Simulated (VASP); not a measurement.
A run of VASP 6.6.1 is set up as follows.

Contents of INCAR:

```
SYSTEM = ZnS
  PREC = Accurate
  ENCUT = 500
  EDIFF = 1E-6
  ISMEAR = 0
  SIGMA = 0.05
  LREAL = .FALSE.
  LASPH = .TRUE.
  NELM = 120
  ALGO = Normal
  ISIF = 2
  LWAVE = .FALSE.
  LCHARG = .TRUE.
  GGA = PE
  LELF = .TRUE.
  LVHAR = .TRUE.
  NBANDS = 26
  GGA_COMPAT = .FALSE.
```

File KPOINTS:

```
regular mesh
0
G
  6 6 4
  0 0 0
```

POSCAR

```
ZnS
1.0
    3.8462887776      0.0000000000      0.0000000000
   -1.9231443888      3.3309837917      0.0000000000
    0.0000000000      0.0000000000      6.3032578931
Zn S
2 2
Direct
    0.3333333333      0.6666666667      0.0051961167
    0.6666666667      0.3333333333      0.5051961167
    0.3333333333      0.6666666667      0.3798038833
    0.6666666667      0.3333333333      0.8798038833
```

Potentials or basis: VASP PAW PBE potentials, release 64 (Zn, S).

Launch:

```bash
$ cat potpaw_PBE.64/Zn/POTCAR potpaw_PBE.64/S/POTCAR > POTCAR
$ mpirun -np 1 vasp_std > vasp.out
```

Problem. What does it give for the band gap on the k mesh?

Solution. 2.08 eV.

Problem. What does it give for the pressure?

Solution. 0.1 GPa.

**Experimental background.**

From a printed reference work, monograph, for a bulk crystal of ZnS at 4 K: band gap 3.911 eV (direct).

Measured gap of ZnS: 3.911 eV (direct; 4 K; a printed reference work, monograph). This calculation gives 2.08 eV (-1.83 eV). The value is that of PBE, without temperature or zero-point motion. Semilocal functionals fall short of measured gaps as a rule.
